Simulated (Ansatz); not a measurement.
The system is CuO.

```
CELL_PARAMETERS angstrom
2.83633 0.00000 0.00000
-1.41816 2.45633 0.00000
0.00000 0.00000 2.76811
ATOMIC_POSITIONS crystal
Cu 0.00000 0.00000 0.00000
O 0.66667 0.33333 0.50000
```

Measurements of this composition are mostly on another form, of space group No. 15.

Base run:

- Program: Ansatz 0.2.0
- Functional: LDA
- Potentials or basis: Ansatz PAW
- Cutoff: 420 eV
- Density cutoff: 1680 eV
- k mesh: 11 × 11 × 10
- Occupations: fermi-dirac, width 0.05 eV
- Spin: no spin polarisation

Its results: band gap on the k mesh none (metal or under the smearing width); pressure -16.3 GPa.

**Question.** The run is repeated on the same cell with these changes: functional from LDA to PBEsol. What comes out?

**Answer.** Band gap on the k mesh none (metal or under the smearing width); pressure -9.4 GPa.

PBEsol binds less tightly than LDA, so the same cell stands under more pressure.

Caveats: an odd number of electrons without spin polarisation forces a metal; a magnetic or distorted state may lie lower; the run has no spin polarisation, though such a crystal can be magnetic; semilocal functionals often make such compounds metallic where correlation or magnetic order opens a gap, which also shifts bond lengths; the PAW data sets come from PBE, with cores solved anew for the run's functional, which leaves a small shift of forces and pressure; so large a pressure means that the cell lies far from this level's equilibrium, or that cutoff or potentials fall short (some runs).

Not every run made on this cell is shown here.
